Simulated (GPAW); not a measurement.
# Sn (Fd-3m) in GPAW: a series of runs

The runs below take Sn through relaxation of cell and atoms, with PBEsol.

All numbers are computed with GPAW 26.7.0; they aren't measurements. Logs are shortened: lines on timing, memory, paths and dates and some standing lists are left out, and cuts for length are marked. The log counts tension as positive stress, the text compression.

## 1. The structure

The structure is cubic, space group Fd-3m (No. 227). Conventional cell: a = 6.467 Å, b = 6.467 Å, c = 6.467 Å, α = 90.00°, β = 90.00°, γ = 90.00°. Around Sn (site symmetry -43m) lie 4 Sn at 2.80 Å.

This isn't the form of Sn at room conditions, which is tetragonal (white tin).

## 2. Relaxation of cell and atoms, PBEsol

run.py reads:

```python
from ase import Atoms
from ase.filters import FrechetCellFilter
from ase.io import write
from ase.optimize import BFGS
from gpaw import GPAW, PW, setup_paths

setup_paths.insert(0, '.')

atoms = Atoms(['Sn', 'Sn'],
              cell=[[0.0, 3.2333428, 3.2333428],
                    [3.2333428, 0.0, 3.2333428],
                    [3.2333428, 3.2333428, 0.0]],
              scaled_positions=[[0.75, 0.75, 0.75],
                                [0.5, 0.5, 0.5]],
              pbc=True)

calc = GPAW(mode=PW(600),
            xc='PBEsol',
            kpts={'size': (7, 7, 7), 'gamma': True},
            occupations={'name': 'fermi-dirac', 'width': 0.05},
            nbands=24,
            convergence={'density': 1e-05, 'forces': 0.0001},
            maxiter=150,
            txt='gpaw.txt')
atoms.calc = calc
opt = BFGS(FrechetCellFilter(atoms), trajectory='relax.traj', logfile='-')
done = opt.run(fmax=0.02, steps=60)
calc.write('gs.gpw')
write('result.traj', atoms)
print('Converged:', done)
print('Cell:', atoms.cell.cellpar().round(4))
print('Volume:', round(atoms.get_volume(), 4))
print(atoms.get_scaled_positions().round(5))
```

Potentials or basis: PAW data sets generated in the run's folder for this functional, pw.

The run is started by

```sh
$ gpaw-setup -f PBEsol Sn
$ OMP_NUM_THREADS=1 python run.py
```

gpaw.txt:

```text
__  _  _
 | _ |_)|_||  |
 |__||  | ||/\| - 26.7.0

Input parameters:
  mode=PW(ecut=600.0),
  convergence={'density': 1e-05, 'forces': 0.0001},
  kpts=MonkhorstPack(size=(7, 7, 7), gamma=True),
  maxiter=150,
  nbands=24,
  occupations=Occupations(name='fermi-dirac', width=0.05),
  xc=XC(name='PBEsol')

Diagonalizing LCAO Hamiltonian
Converting LCAO to pw mode

            Sn

       Sn

Atoms  # Å, Bohr magnetons
|   | symbol |        x |        y |        z |    initial magnetic moments |
|---|--------|----------|----------|----------|-----------------------------|
| 0 |     Sn | 4.850014 | 4.850014 | 4.850014 | ( 0.0000,  0.0000,  0.0000) |
| 1 |     Sn | 3.233343 | 3.233343 | 3.233343 | ( 0.0000,  0.0000,  0.0000) |

Unit cell  # Å
| periodic |        x |        y |        z |  lengths |    angles |
|----------|----------|----------|----------|----------|-----------|
|      yes | 0.000000 | 3.233343 | 3.233343 | 4.572637 | 60.000000 |
|      yes | 3.233343 | 0.000000 | 3.233343 | 4.572637 | 60.000000 |
|      yes | 3.233343 | 3.233343 | 0.000000 | 4.572637 | 60.000000 |

Number of symmetries: 24
Symmetry operations  # r_c * U_cc + t_c -> r_c
|    | kind |            matrix            |
|----|------|------------------------------|
|  0 |  E   |  1, 0, 0,  0, 1, 0,  0, 0, 1 |
|  1 |  σ   |  1, 0, 0,  0, 0, 1,  0, 1, 0 |
|  2 |  σ   |  1, 0,-1,  0, 1,-1,  0, 0,-1 |
|  3 |  C3  |  1, 0,-1,  0, 0,-1,  0, 1,-1 |
|  4 |  C3  |  1,-1, 0,  0,-1, 1,  0,-1, 0 |
|  5 |  σ   |  1,-1, 0,  0,-1, 0,  0,-1, 1 |
|  6 |  σ   |  0, 1, 0,  1, 0, 0,  0, 0, 1 |
|  7 |  C3  |  0, 1, 0,  0, 0, 1,  1, 0, 0 |
|  8 |  C2  |  0, 1,-1,  1, 0,-1,  0, 0,-1 |
|  9 |  S4  |  0, 1,-1,  0, 0,-1,  1, 0,-1 |
| 10 |  C3  |  0, 0, 1,  1, 0, 0,  0, 1, 0 |
| 11 |  σ   |  0, 0, 1,  0, 1, 0,  1, 0, 0 |
| 12 |  S4  |  0, 0,-1,  1, 0,-1,  0, 1,-1 |
| 13 |  C3  |  0, 0,-1,  0, 1,-1,  1, 0,-1 |
| 14 |  S4  |  0,-1, 1,  1,-1, 0,  0,-1, 0 |
| 15 |  C2  |  0,-1, 1,  0,-1, 0,  1,-1, 0 |
| 16 |  C3  |  0,-1, 0,  1,-1, 0,  0,-1, 1 |
| 17 |  S4  |  0,-1, 0,  0,-1, 1,  1,-1, 0 |
| 18 |  S4  | -1, 1, 0, -1, 0, 1, -1, 0, 0 |
| 19 |  C3  | -1, 1, 0, -1, 0, 0, -1, 0, 1 |
| 20 |  C3  | -1, 0, 1, -1, 1, 0, -1, 0, 0 |
| 21 |  S4  | -1, 0, 1, -1, 0, 0, -1, 1, 0 |
| 22 |  σ   | -1, 0, 0, -1, 1, 0, -1, 0, 1 |
| 23 |  C2  | -1, 0, 0, -1, 0, 1, -1, 1, 0 |
[... 146 lines left out ...]
|        ... |               |           |
|          4 |       -16.661 |     2.000 |
|          5 |       -16.340 |     2.000 |
|          6 |       -16.340 |     2.000 |
|          7 |       -16.340 |     2.000 |
|          8 |       -16.331 |     2.000 |
|          9 |       -16.331 |     2.000 |
[... 8 lines left out ...]
|         18 |         9.792 |     0.000 |
|         19 |        12.893 |     0.000 |
|        ... |               |           |
|         23 |        13.181 |     0.000 |

No gap
No difference between direct/indirect transitions

Stress tensor  # eV/Ang^3
|         x |         y |         z |
|-----------|-----------|-----------|
| -0.007925 |  0.000000 |  0.000000 |
|  0.000000 | -0.007925 |  0.000000 |
|  0.000000 |  0.000000 | -0.007925 |

Forces  # eV/Ang
|       x |        y |        z |
|---------|----------|----------|
| 0.00000 | -0.00000 | -0.00000 |  # Sn   0
| 0.00000 | -0.00000 |  0.00000 |  # Sn   1

Interpolating wave functions to new cell

            Sn

       Sn

Atoms  # Å, Bohr magnetons
|   | symbol |        x |        y |        z |    initial magnetic moments |
|---|--------|----------|----------|----------|-----------------------------|
| 0 |     Sn | 4.859304 | 4.859304 | 4.859304 | ( 0.0000,  0.0000,  0.0000) |
| 1 |     Sn | 3.239536 | 3.239536 | 3.239536 | ( 0.0000,  0.0000,  0.0000) |

Unit cell  # Å
| periodic |        x |         y |         z |  lengths |    angles |
|----------|----------|-----------|-----------|----------|-----------|
|      yes | 0.000000 |  3.239536 |  3.239536 | 4.581396 | 60.000000 |
|      yes | 3.239536 | -0.000000 |  3.239536 | 4.581396 | 60.000000 |
|      yes | 3.239536 |  3.239536 | -0.000000 | 4.581396 | 60.000000 |

Number of symmetries: 24
Symmetry operations  # r_c * U_cc + t_c -> r_c
|    | kind |            matrix            |
|----|------|------------------------------|
|  0 |  E   |  1, 0, 0,  0, 1, 0,  0, 0, 1 |
|  1 |  σ   |  1, 0, 0,  0, 0, 1,  0, 1, 0 |
|  2 |  σ   |  1, 0,-1,  0, 1,-1,  0, 0,-1 |
|  3 |  C3  |  1, 0,-1,  0, 0,-1,  0, 1,-1 |
|  4 |  C3  |  1,-1, 0,  0,-1, 1,  0,-1, 0 |
|  5 |  σ   |  1,-1, 0,  0,-1, 0,  0,-1, 1 |
|  6 |  σ   |  0, 1, 0,  1, 0, 0,  0, 0, 1 |
|  7 |  C3  |  0, 1, 0,  0, 0, 1,  1, 0, 0 |
|  8 |  C2  |  0, 1,-1,  1, 0,-1,  0, 0,-1 |
|  9 |  S4  |  0, 1,-1,  0, 0,-1,  1, 0,-1 |
| 10 |  C3  |  0, 0, 1,  1, 0, 0,  0, 1, 0 |
| 11 |  σ   |  0, 0, 1,  0, 1, 0,  1, 0, 0 |
| 12 |  S4  |  0, 0,-1,  1, 0,-1,  0, 1,-1 |
| 13 |  C3  |  0, 0,-1,  0, 1,-1,  1, 0,-1 |
| 14 |  S4  |  0,-1, 1,  1,-1, 0,  0,-1, 0 |
| 15 |  C2  |  0,-1, 1,  0,-1, 0,  1,-1, 0 |
| 16 |  C3  |  0,-1, 0,  1,-1, 0,  0,-1, 1 |
| 17 |  S4  |  0,-1, 0,  0,-1, 1,  1,-1, 0 |
| 18 |  S4  | -1, 1, 0, -1, 0, 1, -1, 0, 0 |
| 19 |  C3  | -1, 1, 0, -1, 0, 0, -1, 0, 1 |
| 20 |  C3  | -1, 0, 1, -1, 1, 0, -1, 0, 0 |
| 21 |  S4  | -1, 0, 1, -1, 0, 0, -1, 1, 0 |
| 22 |  σ   | -1, 0, 0, -1, 1, 0, -1, 0, 1 |
| 23 |  C2  | -1, 0, 0, -1, 0, 1, -1, 1, 0 |
[... 144 lines left out ...]
|        ... |               |           |
|          4 |       -16.707 |     2.000 |
|          5 |       -16.391 |     2.000 |
|          6 |       -16.391 |     2.000 |
|          7 |       -16.391 |     2.000 |
|          8 |       -16.383 |     2.000 |
|          9 |       -16.383 |     2.000 |
[... 8 lines left out ...]
|         18 |         9.731 |     0.000 |
|         19 |        12.821 |     0.000 |
|        ... |               |           |
|         23 |        13.121 |     0.000 |

No gap
No difference between direct/indirect transitions

Stress tensor  # eV/Ang^3
|         x |         y |         z |
|-----------|-----------|-----------|
| -0.006219 |  0.000000 | -0.000000 |
|  0.000000 | -0.006219 | -0.000000 |
| -0.000000 | -0.000000 | -0.006219 |

Forces  # eV/Ang
|       x |        y |        z |
|---------|----------|----------|
| 0.00000 | -0.00000 | -0.00000 |  # Sn   0
| 0.00000 | -0.00000 | -0.00000 |  # Sn   1

Interpolating wave functions to new cell

            Sn

       Sn

Atoms  # Å, Bohr magnetons
|   | symbol |        x |        y |        z |    initial magnetic moments |
|---|--------|----------|----------|----------|-----------------------------|
| 0 |     Sn | 4.894244 | 4.894244 | 4.894244 | ( 0.0000,  0.0000,  0.0000) |
| 1 |     Sn | 3.262829 | 3.262829 | 3.262829 | ( 0.0000,  0.0000,  0.0000) |

Unit cell  # Å
| periodic |        x |         y |        z |  lengths |    angles |
|----------|----------|-----------|----------|----------|-----------|
|      yes | 0.000000 |  3.262829 | 3.262829 | 4.614337 | 60.000000 |
|      yes | 3.262829 | -0.000000 | 3.262829 | 4.614337 | 60.000000 |
|      yes | 3.262829 |  3.262829 | 0.000000 | 4.614337 | 60.000000 |

Number of symmetries: 24
Symmetry operations  # r_c * U_cc + t_c -> r_c
|    | kind |            matrix            |
|----|------|------------------------------|
|  0 |  E   |  1, 0, 0,  0, 1, 0,  0, 0, 1 |
|  1 |  σ   |  1, 0, 0,  0, 0, 1,  0, 1, 0 |
|  2 |  σ   |  1, 0,-1,  0, 1,-1,  0, 0,-1 |
|  3 |  C3  |  1, 0,-1,  0, 0,-1,  0, 1,-1 |
|  4 |  C3  |  1,-1, 0,  0,-1, 1,  0,-1, 0 |
|  5 |  σ   |  1,-1, 0,  0,-1, 0,  0,-1, 1 |
|  6 |  σ   |  0, 1, 0,  1, 0, 0,  0, 0, 1 |
|  7 |  C3  |  0, 1, 0,  0, 0, 1,  1, 0, 0 |
|  8 |  C2  |  0, 1,-1,  1, 0,-1,  0, 0,-1 |
|  9 |  S4  |  0, 1,-1,  0, 0,-1,  1, 0,-1 |
| 10 |  C3  |  0, 0, 1,  1, 0, 0,  0, 1, 0 |
| 11 |  σ   |  0, 0, 1,  0, 1, 0,  1, 0, 0 |
| 12 |  S4  |  0, 0,-1,  1, 0,-1,  0, 1,-1 |
| 13 |  C3  |  0, 0,-1,  0, 1,-1,  1, 0,-1 |
| 14 |  S4  |  0,-1, 1,  1,-1, 0,  0,-1, 0 |
| 15 |  C2  |  0,-1, 1,  0,-1, 0,  1,-1, 0 |
| 16 |  C3  |  0,-1, 0,  1,-1, 0,  0,-1, 1 |
| 17 |  S4  |  0,-1, 0,  0,-1, 1,  1,-1, 0 |
| 18 |  S4  | -1, 1, 0, -1, 0, 1, -1, 0, 0 |
| 19 |  C3  | -1, 1, 0, -1, 0, 0, -1, 0, 1 |
| 20 |  C3  | -1, 0, 1, -1, 1, 0, -1, 0, 0 |
| 21 |  S4  | -1, 0, 1, -1, 0, 0, -1, 1, 0 |
| 22 |  σ   | -1, 0, 0, -1, 1, 0, -1, 0, 1 |
| 23 |  C2  | -1, 0, 0, -1, 0, 1, -1, 1, 0 |
[... 145 lines left out ...]
|        ... |               |           |
|          4 |       -16.878 |     2.000 |
|          5 |       -16.580 |     2.000 |
|          6 |       -16.580 |     2.000 |
|          7 |       -16.580 |     2.000 |
|          8 |       -16.574 |     2.000 |
|          9 |       -16.574 |     2.000 |
[... 8 lines left out ...]
|         18 |         9.505 |     0.000 |
|         19 |        12.559 |     0.000 |
|        ... |               |           |
|         23 |        12.897 |     0.000 |

No gap
No difference between direct/indirect transitions

Stress tensor  # eV/Ang^3
|         x |         y |         z |
|-----------|-----------|-----------|
| -0.000255 | -0.000000 | -0.000000 |
| -0.000000 | -0.000255 |  0.000000 |
| -0.000000 |  0.000000 | -0.000255 |

Forces  # eV/Ang
|        x |        y |        z |
|----------|----------|----------|
|  0.00000 | -0.00000 |  0.00000 |  # Sn   0
| -0.00000 | -0.00000 | -0.00000 |  # Sn   1

# Writing to gs.gpw (mode='')
```

Run time: 50 s. Hardware: 1 thread of Arm Neoverse V2, shared host; peak memory 0.2 GiB.

What came out:

* Free energy: -8.8779 eV
* Relaxed volume: 34.74 Å³/atom
* Relaxed cell: a = 4.614 Å, b = 4.614 Å, c = 4.614 Å, α = 60.00°, β = 60.00°, γ = 60.00°
* Space group after relaxing (to 0.05 Å): Fd-3m (No. 227)
* Energy gained by relaxing: 3.7 meV/atom
* Ionic steps: 3
* Pressure after relaxing: 0.0 GPa
* Band gap on the k mesh: none (metal or under the smearing width)

Step by step:
| step | energy change (eV) | largest force (eV/Å) | pressure (GPa) | volume (Å³) |
| --- | --- | --- | --- | --- |
| 1 | 0.0000 | 0.0000 | 1.27 | 67.61 |
| 2 | -0.0028 | 0.0000 | 1.00 | 68.00 |
| 3 | -0.0074 | 0.0000 | 0.04 | 69.47 |

Final structure:
```
Sn
1.0
     0.00000    3.26283    3.26283
     3.26283    0.00000    3.26283
     3.26283    3.26283    0.00000
Sn
2
Direct
  0.75000 0.75000 0.75000
  0.50000 0.50000 0.50000
```

Caveat: later steps reuse the first step's grids. Zero-point motion and thermal expansion aren't in these numbers.

## 3. Relaxation of cell and atoms, PBEsol, target pressure 2 GPa, at which the enthalpy is minimised

run.py, as its differences from that of step 2:

```diff
@@ -4,2 +4,3 @@
 from ase.optimize import BFGS
+from ase.units import GPa
 from gpaw import GPAW, PW, setup_paths
@@ -25,3 +26,3 @@
 atoms.calc = calc
-opt = BFGS(FrechetCellFilter(atoms), trajectory='relax.traj', logfile='-')
+opt = BFGS(FrechetCellFilter(atoms, scalar_pressure=2 * GPa), trajectory='relax.traj', logfile='-')
 done = opt.run(fmax=0.02, steps=60)
```

Potentials or basis: PAW data sets generated in the run's folder for this functional, pw.

The run is started by

```sh
$ gpaw-setup -f PBEsol Sn
$ OMP_NUM_THREADS=1 python run.py
```

Wall time 49 s (1 thread of Arm Neoverse V2, shared host); peak memory 0.2 GiB.

Results (log left out):

- Free energy: -8.8600 eV
- Relaxed volume: 33.31 Å³/atom
- Relaxed cell: a = 4.550 Å, b = 4.550 Å, c = 4.550 Å, α = 60.00°, β = 60.00°, γ = 60.00°
- Space group after relaxing (to 0.05 Å): Fd-3m (No. 227)
- Energy change on relaxing (the enthalpy is what falls): +5.1 meV/atom
- Ionic steps: 3
- Pressure after relaxing: 2.0 GPa
- Band gap on the k mesh: none (metal or under the smearing width)

Step by step:
| step | energy change (eV) | largest force (eV/Å) | pressure (GPa) | volume (Å³) |
| --- | --- | --- | --- | --- |
| 1 | 0.0000 | 0.0000 | 1.27 | 67.61 |
| 2 | 0.0019 | 0.0000 | 1.43 | 67.38 |
| 3 | 0.0102 | 0.0000 | 2.01 | 66.61 |

Final structure:
```yaml
crystal:
  lattice:
    - [0.00000, 3.21740, 3.21740]
    - [3.21740, 0.00000, 3.21740]
    - [3.21740, 3.21740, 0.00000]
  atoms:
    - { symbol: Sn, position: [0.75000, 0.75000, 0.75000] }
    - { symbol: Sn, position: [0.50000, 0.50000, 0.50000] }
```

Levels at points of the mesh, in eV from the Fermi level:
```tsv
k point	band 11	band 12	band 13	band 14	band 15	band 16	band 17	band 18
(0.00, 0.00, 0.00)	-10.75	-0.46	0.11	0.11	0.11	2.18	2.18	2.18
```

Caveat: later steps reuse the first step's grids.

## 4. Relaxation of cell and atoms, PBEsol, target pressure 5 GPa, at which the enthalpy is minimised

run.py, as its differences from that of step 3:

```diff
@@ -26,3 +26,3 @@
 atoms.calc = calc
-opt = BFGS(FrechetCellFilter(atoms, scalar_pressure=2 * GPa), trajectory='relax.traj', logfile='-')
+opt = BFGS(FrechetCellFilter(atoms, scalar_pressure=5 * GPa), trajectory='relax.traj', logfile='-')
 done = opt.run(fmax=0.02, steps=60)
```

The run is started by

```sh
$ gpaw-setup -f PBEsol Sn
$ OMP_NUM_THREADS=1 python run.py
```

Run time: 65 s. Hardware: 1 thread of Arm Neoverse V2, shared host; peak memory 0.23 GiB.

It converged, with:

- Free energy: -8.7885 eV
- Relaxed volume: 31.64 Å³/atom
- Relaxed cell: a = 4.473 Å, b = 4.473 Å, c = 4.473 Å, α = 60.00°, β = 60.00°, γ = 60.00°
- Space group after relaxing (to 0.05 Å): Fd-3m (No. 227)
- Energy change on relaxing (the enthalpy is what falls): +40.8 meV/atom
- Ionic steps: 4
- Pressure after relaxing: 5.0 GPa
- Band gap on the k mesh: none (metal or under the smearing width)

The path:
```csv
step,energy change (eV),largest force (eV/Å),pressure (GPa),volume (Å³)
1,0.0000,0.0000,1.27,67.61
2,0.0120,0.0000,2.12,66.48
3,0.0904,0.0000,5.27,63.02
4,0.0816,0.0000,4.99,63.29
```

Final structure:
```
CELL_PARAMETERS angstrom
0.00000 3.16301 3.16301
3.16301 0.00000 3.16301
3.16301 3.16301 0.00000
ATOMIC_POSITIONS crystal
Sn 0.75000 0.75000 0.75000
Sn 0.50000 0.50000 0.50000
```

Levels at points of the mesh, in eV from the Fermi level:
```csv
k point,band 12,band 13,band 14,band 15,band 16,band 17
"(0.00, 0.00, 0.00)",-0.18,0.03,0.03,0.03,2.10,2.10
```

Caveat: later steps reuse the first step's grids.

## 5. Summary

```tsv
cell	target pressure	gap on the mesh (eV)	pressure (GPa)
relaxed	-	none	0.0
relaxed to 2 GPa	2 GPa	none	2.0
relaxed to 5 GPa	5 GPa	none	5.0
```

Alike in all rows: task relaxation of cell and atoms; level PBEsol; potentials or basis PAW data sets generated in the run's folder for this functional, pw; no spin polarisation; k mesh 7 × 7 × 7; cutoff (eV) 600; smearing fermi-dirac 0.05 eV.

Caveats: later steps reuse the first step's grids.

Absolute energies hang on the potentials; compare differences alone.
